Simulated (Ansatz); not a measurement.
Runs of Ansatz 0.2.0 on KCl. Symmetry: Pm-3m, No. 221, cubic system. The conventional cell has a = 3.839 Å, b = 3.839 Å, c = 3.839 Å, α = 90.00°, β = 90.00°, γ = 90.00°. K (site symmetry m-3m) is surrounded by 8 Cl at 3.32 Å. Cl (site symmetry m-3m) has 8 K at 3.32 Å as nearest neighbours. Measurements of this composition are mostly on another form, of space group No. 225.

```csv
task,level,k mesh,points for each segment of the path,mesh quality,gap on the mesh (eV),pressure (GPa),V0 of scaled cells (Å³/atom),B0 (GPa)
band structure,HSE06,6 × 6 × 6,4,not flagged,(a),-0.5,-,-
equation of state,PBE0,4 × 4 × 4,-,coarse,-,-,27.55,20
equation of state,HSE06,4 × 4 × 4,-,coarse,-,-,27.63,20
band structure,PBE0,6 × 6 × 6,4,not flagged,6.84,-0.5,-,-
```

Alike in all rows: potentials or basis Ansatz PAW; no spin polarisation; cell as given; cutoff (eV) 420; smearing fermi-dirac 0.05 eV.

Question: Estimate the missing entries.

Answer: (a) 6.12.

Caveats: some runs use coarse meshes; the PAW data sets come from PBE, with cores solved anew for the run's functional, which leaves a small shift of forces and pressure (some runs); the thresholds are loose for stress (some runs); the PAW data sets were made with another functional, which shifts forces and pressure a little (some runs).

